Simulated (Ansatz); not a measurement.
The system is TiO2.

```xyz
9
Lattice="5.5822 0.0000 0.0000 -2.7911 4.8343 0.0000 0.0000 0.0000 6.0825" Properties=species:S:1:pos:R:3 pbc="T T T"
Ti    2.6065    0.0000    2.0275
Ti   -1.3033    2.2573    4.0550
Ti    1.4878    2.5770    0.0000
O     0.8672    4.1161    0.7339
O     3.6583    0.7182    3.3210
O     0.3400    2.0253    4.7889
O     3.1311    2.8091    5.3485
O    -1.2072    3.5273    2.7614
O     1.5840    1.3071    1.2936
```

Measurements of this composition are mostly on another form, of space group No. 141.

| Property | Result |
| --- | --- |
| Program | Ansatz 0.2.0 |
| Task | relaxation of cell and atoms |
| Functional | BLYP |
| Potentials or basis | Ansatz PAW |
| Cutoff | 420 eV (not typed: the program's choice for these potentials) |
| k mesh | 6 × 6 × 5 |
| Occupations | fermi-dirac, width 0.05 eV |
| Spin | no spin polarisation |

At the start: volume 18.24 Å³/atom.

Problem. Where does the relaxation end?

Solution. It ends after 15 steps and the volume is 20.49 Å³/atom (+12.4 %); space group P6_422 (No. 181, to 0.05 Å).

Step by step:
| step | energy change (eV) | largest force (eV/Å) | volume (Å³) |
| --- | --- | --- | --- |
| 1 | 0.0000 | 0.1745 | 164.14 |
| 2 | -0.0465 | 0.0295 | 169.28 |
| 3 | -0.0513 | 0.0865 | 173.77 |
| 4 | -0.0611 | 0.0496 | 178.44 |
| 5 | -0.0581 | 0.0061 | 180.54 |
| 6 | -0.0577 | 0.0022 | 180.80 |
| 7 | -0.0559 | 0.0052 | 181.51 |
| 8 | -0.0558 | 0.0017 | 181.58 |
| 9 | -0.0554 | 0.0017 | 181.72 |
| 10 | -0.1513 | 0.0017 | 181.72 |
| 11 | -0.1515 | 0.0077 | 184.21 |
| 12 | -0.1518 | 0.0042 | 184.36 |
| 13 | -0.1514 | 0.0027 | 184.51 |
| 14 | -0.1517 | 0.0016 | 184.45 |
| 15 | -0.1605 | 0.0016 | 184.45 |

Final structure:
```
Ti O
1.0
     5.78807    0.00000    0.00000
    -2.89403    5.01261    0.00000
     0.00000    0.00000    6.35733
Ti O
3 6
Cartesian
  2.8936 0.0000 2.1191
  -1.4468 2.5059 4.2382
  1.4472 2.5067 0.0000
  1.0399 3.9427 1.0593
  3.9339 1.0699 3.1790
  0.0005 2.1407 5.2975
  2.8946 2.8719 5.2981
  -1.0404 3.9418 3.1784
  1.8536 1.0708 1.0599
```

Caveat: the plane-wave basis is chosen anew once the cell has moved, so the energies of steps on either side of that aren't comparable; the pressure holds a Pulay correction of +0.5 GPa for the finite cutoff; the PAW data sets come from PBE, with cores solved anew for the run's functional, which leaves a small shift of forces and pressure.
